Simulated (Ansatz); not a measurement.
Y: experiment and calculation

**Measured values to compare with.**

From a printed reference work, data compilation, for a bulk crystal of Y: lattice constant a 3.65 Å; lattice constant c 5.73 Å.

How close the calculation comes is told below.

Method: DFT PBEsol, scalar-relativistic, plane waves, PAW in Ansatz.

Settings: cutoff 420 eV, Γ-centred mesh 12×12×8 on the computed 2-atom cell, Gaussian smearing of 0.10 eV; no spin polarisation.

Relaxed structure, symmetry kept:

```cif
data_structure
_symmetry_space_group_name_H-M 'P6_3/mmc'
_symmetry_Int_Tables_number 194
_cell_length_a 3.5978
_cell_length_b 3.5978
_cell_length_c 5.5854
_cell_angle_alpha 90.000
_cell_angle_beta 90.000
_cell_angle_gamma 120.000
_cell_volume 62.61
loop_
_atom_site_label
_atom_site_type_symbol
_atom_site_symmetry_multiplicity
_atom_site_Wyckoff_symbol
_atom_site_fract_x
_atom_site_fract_y
_atom_site_fract_z
_atom_site_occupancy
Y1 Y 2 c 0.33333 0.66667 0.25000 1
```

```
Space group                                                       : P6_3/mmc (No. 194)
Volume per atom                                                   : 31.31 Å³
Formation energy from the elements' standard states (uncorrected) : 0.000 eV/atom
Kohn–Sham band gap                                                : none (metal)
Density of states at the Fermi level                              : 3.83 states/eV per cell
Löwdin character within 0.5 eV of the Fermi level                 : Y 4d 89 %, unprojected 5 %
Bulk modulus                                                      : 43 GPa
Its pressure derivative                                           : 2.7
```

Measured lattice constant a of Y: 3.65 Å (a printed reference work, data compilation). This calculation gives 3.598 Å (-1.4 %). The measured value has few digits, which limits the comparison. Measured lattice constant c of Y: 5.73 Å (a printed reference work, data compilation). This calculation gives 5.585 Å (-2.5 %). The calculation is for 0 K without zero-point motion.